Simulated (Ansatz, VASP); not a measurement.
# Cross-check of Pt (Pt wire along [110], 9 atoms a period) between VASP and Ansatz

Wanted: the spread between two codes on one cell, functional and k mesh. The structure shown is the start of the Ansatz relaxation below; VASP solves that cell, so the two are compared at the walk's first step.

Main program and level: Ansatz 0.2.0; plane waves, with VASP 6.6.1 beside it; single point at PBE.

## Step 1: Starting point

The cell holds 9 atoms: 9 Pt. Its edges and angles: a = 14.740 Å, b = 12.414 Å, c = 2.807 Å, α = 90.0°, β = 90.0°, γ = 90.0°. Vacuum lies along a and b. The structure's axis is c.

## Step 2: Ansatz: relaxation, PBE

Ansatz runs on its PAW soft_1 files.

The two programs are compared at the cell with which this relaxation starts, whose forces are those of its first step.

File input.yaml:

```yaml
crystal:
  lattice:
    - [14.74, 0.0, 0.0]
    - [0.0, 12.414, 0.0]
    - [0.0, 0.0, 2.8072139213]
  atoms:
    - { symbol: Pt, position: [0.230664858, 0.500017232, 0.0] }
    - { symbol: Pt, position: [0.5, 0.72615014, 0.0] }
    - { symbol: Pt, position: [0.5, 0.500017232, 0.0] }
    - { symbol: Pt, position: [0.769335142, 0.500017232, 0.0] }
    - { symbol: Pt, position: [0.365332429, 0.386950778, 0.5] }
    - { symbol: Pt, position: [0.365332429, 0.613083686, 0.5] }
    - { symbol: Pt, position: [0.634667571, 0.386950778, 0.5] }
    - { symbol: Pt, position: [0.634667571, 0.613083686, 0.5] }
    - { symbol: Pt, position: [0.5, 0.273884324, 0.0] }
kpoints:
  mp_grid: { grid: [1, 1, 29] }
scf:
  occupations: { method: fermi_dirac, width: 0.05 }
hamiltonian:
  xc: pbe
  pseudopotentials: { kind: paw, azcp: { folder: soft_1 } }
relax:
  cell: { fix: [a, b, alpha, beta, gamma] }
  max_steps: 45
  f_tol: 0.03
```

Launch:

```
ansatz run input.yaml --threads 4 --pin off --max-ram 16384MiB --backend cpu --events-out ev --progress --plain --runs-dir out
```

Numbers of over 12 decimals in the logs are rounded to 6 here.

The program printed:

```text
Engine: ansatz 0.2.0, aarch64-unknown-linux-gnu
Pseudopotentials: kind: paw
Pseudopotential: Pt, paw, valence charge 18, recommended cutoff 420 eV (normal), soft_1/Pt.paw.azcp
Functional definition: PBE
  parameter kappa = 0.804
  parameter beta = 0.066725
  exchange = pbe_x(kappa = kappa, mu = beta*pi^2/3)
  correlation = pbe_c(beta = beta)
Crystal: 9 atoms, lattice volume = 513.671 Å³
Basis set: ecut = 420 eV, 10053 PW (Γ), exchange–correlation on 200×180×40 points (8 copies of the dense FFT grid, shifted against one another)
Bands: 98, of which v1, the nominal top of the filled ones, is band 81 counted from 1 (80 counted from 0)
Symmetry: 8 space group operations
Space group: Pmmm (ITA 47), of the structure as read, at distance tolerance 8.0e-5 Å
k-points: 15 of 29
Non-local potential: Pt, projectors of the file, l = 0: 3, l = 1: 2, l = 2: 2, l = 3: 1
PAW form: soft (Blöchl's): semilocal exchange-correlation on the pseudo side does not see the compensation charge
PAW one-centre angular grid: Pt, 590 points (default); XC on 64 Gauss nodes
Initial density: superposition of atomic densities (neutral atoms: chi_scale 0, normalization atom)
Initial wavefunctions: pseudopotential atomic-orbital guess
Functional: x = pbe(κ = 0.804, μ = 0.219515), c = pbe(β = 0.066725)
SCF iter   1: F=—  HF=-112716.423332 eV  |F-HF|=—  |Δ(HF+E_count)|=         —  Δρ=4.24e-2  dr2=9.48e0  ethr=3.10e-3  ⟨swp⟩=6.7  Hψ=5534  notcnv=0  defer=30
preconditioner: auto → LDOS  [metal: Δε(μ)=0.010 eV  Ē_g=5.967 eV  σ=0.050 eV  W_gap=0.05  n_scr=76 (ndim 8)  ℏωp=15.5 eV  f_vac=0.614  D(μ)=23.11/eV (n_scr^D=212)  β→1.0]
SCF iter   2: F=—  HF=-112715.625343 eV  |F-HF|=—  |Δ(HF+E_count)|=   7.98e-1  Δρ=3.14e-2  dr2=1.03e1  ethr=3.10e-3  ⟨swp⟩=3.0  Hψ=3794  notcnv=0  defer=101
SCF iter   3: F=—  HF=-112713.834122 eV  |F-HF|=—  |Δ(HF+E_count)|=    1.79e0  Δρ=8.79e-3  dr2=7.86e-1  ethr=3.10e-3  ⟨swp⟩=2.5  Hψ=2813  notcnv=0  defer=107
SCF iter   4: F=—  HF=-112713.815132 eV  |F-HF|=—  |Δ(HF+E_count)|=   1.90e-2  Δρ=4.25e-3  dr2=4.81e-1  ethr=4.85e-4  ⟨swp⟩=2.1  Hψ=2443  notcnv=0  defer=106
SCF iter   5: F=—  HF=-112713.774721 eV  |F-HF|=—  |Δ(HF+E_count)|=   4.04e-2  Δρ=2.90e-3  dr2=1.14e-1  ethr=2.97e-4  ⟨swp⟩=2.0  Hψ=2171  notcnv=0  defer=106
SCF iter   6: F=—  HF=-112713.769957 eV  |F-HF|=—  |Δ(HF+E_count)|=   4.76e-3  Δρ=1.38e-3  dr2=1.79e-2  ethr=7.04e-5  ⟨swp⟩=1.8  Hψ=1432  notcnv=0  defer=106
SCF iter   7: F=—  HF=-112713.769920 eV  |F-HF|=—  |Δ(HF+E_count)|=   3.70e-5  Δρ=7.48e-4  dr2=6.18e-3  ethr=1.11e-5  ⟨swp⟩=2.0  Hψ=1800  notcnv=0  defer=106
SCF iter   8: F=—  HF=-112713.769958 eV  |F-HF|=—  |Δ(HF+E_count)|=   3.74e-5  Δρ=4.37e-4  dr2=1.92e-3  ethr=3.82e-6  ⟨swp⟩=2.0  Hψ=1600  notcnv=0  defer=106
SCF iter   9: F=—  HF=-112713.769800 eV  |F-HF|=—  |Δ(HF+E_count)|=   1.58e-4  Δρ=1.64e-4  dr2=2.58e-4  ethr=1.19e-6  ⟨swp⟩=1.9  Hψ=1535  notcnv=0  defer=106
SCF iter  10: F=—  HF=-112713.769808 eV  |F-HF|=—  |Δ(HF+E_count)|=   8.68e-6  Δρ=7.04e-5  dr2=4.90e-5  ethr=1.60e-7  ⟨swp⟩=1.9  Hψ=1794  notcnv=0  defer=106
SCF iter  11: F=—  HF=-112713.769588 eV  |F-HF|=—  |Δ(HF+E_count)|=   2.21e-4  Δρ=2.36e-5  dr2=3.68e-6  ethr=3.02e-8  ⟨swp⟩=1.9  Hψ=1747  notcnv=0  defer=106
SCF iter  12: F=—  HF=-112713.769588 eV  |F-HF|=—  |Δ(HF+E_count)|=   7.54e-8  Δρ=8.28e-6  dr2=9.24e-7  ethr=2.27e-9  ⟨swp⟩=2.0  Hψ=2062  notcnv=0  defer=106
SCF iter  13: F=—  HF=-112713.769588 eV  |F-HF|=—  |Δ(HF+E_count)|=   1.42e-7  Δρ=4.49e-6  dr2=1.88e-7  ethr=5.70e-10  ⟨swp⟩=2.0  Hψ=1982  notcnv=0  defer=106
SCF iter  14: F=-112713.769588 eV  HF=-112713.769588 eV  |F-HF|=4.89e-9  |Δ(HF+E_count)|=   3.55e-9  Δρ=1.01e-6  dr2=9.93e-9  ethr=6.17e-11  ⟨swp⟩=5.0  Hψ=5137  notcnv=0
SCF 1 converged in 14 iterations: F = -112713.769588 eV  dr2 = 9.93e-9
  greatest PAW one-centre occupation: 1.000 electrons in one spin orbital (limit 2), on the Pt atom at site 2 (counted from 0), in its partial waves of l = 0
relax step   1: F+E_penalty+E_count = -112713.76958781 eV  Δ(F+E_penalty+E_count) = +0.000e0 eV  max|allowed force component| = 1.497e0 eV/Å  Δτ_max = 0.0000 Å  P = -3.978 GPa  Ω = 513.671 Å³  fix = [a, b, alpha, beta, gamma]  reactions: a -3.856, b -1.468 GPa  (14 SCF iters, dr2 threshold 1.00e-7 eV, accepted)
[...]
relax step  11: F+E_penalty+E_count = -112715.08241241 eV  Δ(F+E_penalty+E_count) = -1.252e-2 eV  max|allowed force component| = 7.676e-3 eV/Å  Δτ_max = 0.0494 Å  P = -0.054 GPa  Ω = 485.588 Å³  energy of the carried Pulay correction = +3.484e-3 eV  fix = [a, b, alpha, beta, gamma]  reactions: a -0.042, b -0.040 GPa  (8 SCF iters, dr2 threshold 9.00e-7 eV, accepted)
[...]
relax step  12: F+E_penalty+E_count = -112715.08301813 eV  Δ(F+E_penalty+E_count) = -6.057e-4 eV  max|allowed force component| = 6.490e-3 eV/Å  Δτ_max = 0.0297 Å  P = -0.019 GPa  Ω = 485.176 Å³  energy of the carried Pulay correction = +3.537e-3 eV  fix = [a, b, alpha, beta, gamma]  reactions: a -0.027, b -0.038 GPa  (10 SCF iters, dr2 threshold 1.60e-8 eV, accepted)
[...]
relax step  13: F+E_penalty+E_count = -112715.07739017 eV  Δ(F+E_penalty+E_count) = +5.628e-3 eV  max|allowed force component| = 5.686e-3 eV/Å  Δτ_max = 0.0000 Å  P = -0.008 GPa  Ω = 485.176 Å³  fix = [a, b, alpha, beta, gamma]  reactions: a -0.020, b -0.032 GPa  stress off target by 2.82e-2 GPa on what of the cell is left free  SCF on the basis re-selected at this cell (its energy is not comparable with the rows above)  (8 SCF iters)
basis re-selected at this cell: Δ(F+E_penalty+E_count) = +5.628e-3 eV, ΔP = +0.011 GPa vs the last step (what re-selecting the basis moved, of the pressure what is left beyond the Pulay correction that the steps carried, after the strain that the cell walked since its last selection, with what the two solves' SCF thresholds leave and, on support functions, any second-order correction that the steps lacked; it is no measure of the basis error at this ecutwfc). The dense FFT grid was sized anew with the basis: this SCF ran on 100×90×18 points, the steps before it on 100×90×20, so part of this shift can come from that change (see relax.cell in the input reference). [rest of the remark cut]
SCF converged after 8 iterations
Free energy (F): -112715.077390 eV
Harris-Foulkes:  -112715.077390 eV  (|F-HF|=5.82e-11)
Internal energy: -112714.931500 eV  (E = F + TS)
E sigma→0 (E₀):  -112715.004445 eV
Entropy (-TS):   -0.145890 eV (-16.210 meV/atom)
Fermi energy:    2.525533 eV
--- Per-component energies (eV) ---
  E_band       = -4441.278114
  E_kinetic    = 5366.978775
  E_local      = -104203.918473  (includes V_loc(G=0)·N_el)
  E_nonlocal   = 1837.794874
  E_hartree    = 48925.142107
  E_xc         = -2081.204558
  E_vxc        = -2428.291708  (∫ρ·V_xc dr)
  E_paw        = -85357.504781  (= ΣΔE_a)
  E_vpaw       = -2864.135526  (= ΣTr[D̂ρ^β])
  E_aug_tail   = 0.009818  (compensation charges beyond the density's cutoff)
  E_ewald      = 22797.770737
  E_smearing   = -0.145890  (= −TS)
  E_closure    = 0.000000  (closes the sum)
  Σ components = -112715.077390   (vs F -112715.077390, Δ=0.00e0)
--- Forces (eV/Å), atoms counted from 1 ---
  atom   1  Pt     0.00568630    -0.00000000    -0.00000000
  atom   2  Pt    -0.00000000    -0.00139671     0.00000000
  atom   3  Pt     0.00000000     0.00000000     0.00000000
  atom   4  Pt    -0.00568630     0.00000000     0.00000000
  atom   5  Pt     0.00223057    -0.00038294    -0.00000000
  atom   6  Pt     0.00223057     0.00038294    -0.00000000
  atom   7  Pt    -0.00223057    -0.00038294     0.00000000
  atom   8  Pt    -0.00223057     0.00038294     0.00000000
  atom   9  Pt     0.00000000     0.00139671    -0.00000000
  max |Σ_I F_I| component: 1.78e-18 eV/Å
--- Stress (GPa, compression-positive) ---
       -0.019860      -0.000000       0.000000
       -0.000000      -0.031873      -0.000000
        0.000000      -0.000000       0.028180
  P = ⅓ Tr σ = -0.0079 GPa (-0.079 kbar)
--- Relaxed structure (12 steps of the walk, 12 accepted, 1 SCFs on fresh bases) ---
  F+E_penalty+E_count = -112715.07739017 eV   max|allowed force component| = 5.686e-3 eV/Å   (the final SCF, on the basis selected at the relaxed cell)
  cell:  # Å, volume = 485.1760 Å³
    - [14.74, 0, 0]
    - [0, 12.414, 0]
    - [0, 0, 2.651490]
  atoms:
    - { symbol: Pt, position: [0.271752, 0.500017232, 0] }
    - { symbol: Pt, position: [0.5, 0.753121, 6.620738910714029e-18] }
    - { symbol: Pt, position: [0.5, 0.500017232, 0] }
    - { symbol: Pt, position: [0.728248, 0.500017232, 0] }
    - { symbol: Pt, position: [0.376727, 0.361654, 0.500000] }
    - { symbol: Pt, position: [0.376727, 0.638380, 0.500000] }
    - { symbol: Pt, position: [0.623273, 0.361654, 0.500000] }
    - { symbol: Pt, position: [0.623273, 0.638380, 0.500000] }
    - { symbol: Pt, position: [0.5, 0.246914, -6.620738910714029e-18] }
```

## Step 3: VASP: single point, PBE, start cell

The same cell, functional, mesh and smearing now go to VASP, with its own data sets.

Lines of VASP's logs that name or quote its potential files are left out, and so is its time.

File INCAR:

```
SYSTEM = Pt
PREC = Accurate
ENCUT = 400
EDIFF = 1E-06
NELM = 120
ISMEAR = -1
SIGMA = 0.05
LREAL = .FALSE.
ALGO = Normal
GGA = PE
NBANDS = 55
LASPH = .TRUE.
LORBIT = 11
LWAVE = .FALSE.
LCHARG = .FALSE.
ISIF = 2
GGA_COMPAT = .FALSE.
KPAR = 2
```

File POSCAR:

```
Pt
1.0
   14.7400000000      0.0000000000      0.0000000000
    0.0000000000     12.4140000000      0.0000000000
    0.0000000000      0.0000000000      2.8072140000
Pt
9
Direct
    0.2306648575      0.5000172386      0.0000000000
    0.5000000000      0.7261501531      0.0000000000
    0.5000000000      0.5000172386      0.0000000000
    0.7693351425      0.5000172386      0.0000000000
    0.3653324288      0.3869507814      0.5000000000
    0.3653324288      0.6130836958      0.5000000000
    0.6346675712      0.3869507814      0.5000000000
    0.6346675712      0.6130836958      0.5000000000
    0.5000000000      0.2738843242      0.0000000000
```

File KPOINTS:

```
Automatic mesh
0
Gamma
1 1 29
0 0 0
```

The projector-augmented-wave data sets are Pt (PBE family, release 64).

Launch:

```
mpirun -np 2 vasp_std
```

The program printed:

```text
[banner, memory and clock lines left out]
running    2 mpi-ranks, on    1 nodes
 distrk:  each k-point on    1 cores,    2 groups
 distr:  one band on    1 cores,    1 groups

 POSCAR found type information on POSCAR Pt
 POSCAR found :  1 types and       9 ions
 LDA part: xc-table for (Slater+PW92), standard interpolation
 POSCAR, INCAR and KPOINTS ok, starting setup
 FFT: planning ... GRIDC
 FFT: planning ... GRID_SOFT
 FFT: planning ... GRID
 WAVECAR not read
 entering main loop
       N       E                     dE             d eps       ncg     rms          rms(c)
DAV:   1     0.540532569494E+03    0.54053E+03   -0.31650E+04  1658   0.108E+03
DAV:   2     0.343599663464E+01   -0.53710E+03   -0.50289E+03  2089   0.230E+02
DAV:   3    -0.466401522836E+02   -0.50076E+02   -0.46270E+02  2093   0.655E+01
DAV:   4    -0.491173844678E+02   -0.24772E+01   -0.22340E+01  2192   0.130E+01
DAV:   5    -0.492163559283E+02   -0.98971E-01   -0.94569E-01  2180   0.251E+00    0.244E+01
DAV:   6    -0.469524487388E+02    0.22639E+01   -0.10456E+01  1942   0.143E+01    0.172E+01
DAV:   7    -0.524539322890E+02   -0.55015E+01   -0.27928E+01  1998   0.277E+01    0.223E+01
DAV:   8    -0.480420256487E+02    0.44119E+01   -0.30787E+01  1848   0.204E+01    0.127E+01
DAV:   9    -0.466683517809E+02    0.13737E+01   -0.45094E+00  1895   0.138E+01    0.619E+00
DAV:  10    -0.466073648437E+02    0.60987E-01   -0.24535E+00  2040   0.962E+00    0.567E+00
DAV:  11    -0.463162026192E+02    0.29116E+00   -0.94958E-01  1977   0.511E+00    0.254E+00
DAV:  12    -0.463147617645E+02    0.14409E-02   -0.28986E-02  2001   0.824E-01    0.222E+00
DAV:  13    -0.463138532004E+02    0.90856E-03   -0.29034E-02  1866   0.838E-01    0.872E-01
DAV:  14    -0.463079097600E+02    0.59434E-02   -0.11983E-02  2087   0.669E-01    0.244E-01
[...]
DAV:  20    -0.463075535642E+02   -0.17719E-04   -0.62640E-06  1591   0.155E-02    0.136E-02
DAV:  21    -0.463075658743E+02   -0.12310E-04   -0.28709E-06  1360   0.927E-03    0.625E-03
DAV:  22    -0.463075826754E+02   -0.16801E-04   -0.16022E-06  1140   0.400E-03    0.212E-03
DAV:  23    -0.463075925036E+02   -0.98283E-05   -0.52205E-07  1086   0.292E-03    0.101E-03
DAV:  24    -0.463075990492E+02   -0.65455E-05   -0.28624E-07  1015   0.147E-03    0.818E-04
DAV:  25    -0.463076051720E+02   -0.61228E-05   -0.46626E-07  1078   0.204E-03    0.136E-03
DAV:  26    -0.463076063720E+02   -0.12000E-05   -0.14738E-07  1028   0.148E-03    0.746E-04
DAV:  27    -0.463076066094E+02   -0.23739E-06   -0.54759E-08  1063   0.694E-04
   1 F= -.46307607E+02 E0= -.46202835E+02  d E =-.209543E+00
```

(Continued in part 2 of 2.)

[Lines on the potential files, build, host, timing and source positions are cut from VASP's logs without a mark.]

[Logs are printed without paths, hosts, clocks, repeated set-up lines and the standing remarks that a program may print on its own settings, such as how far it seeks lower states.]

[Hosts, paths, dates, database ids (printed as entryN), source tags and the programs' standing remarks are cut or masked in the printed files.]
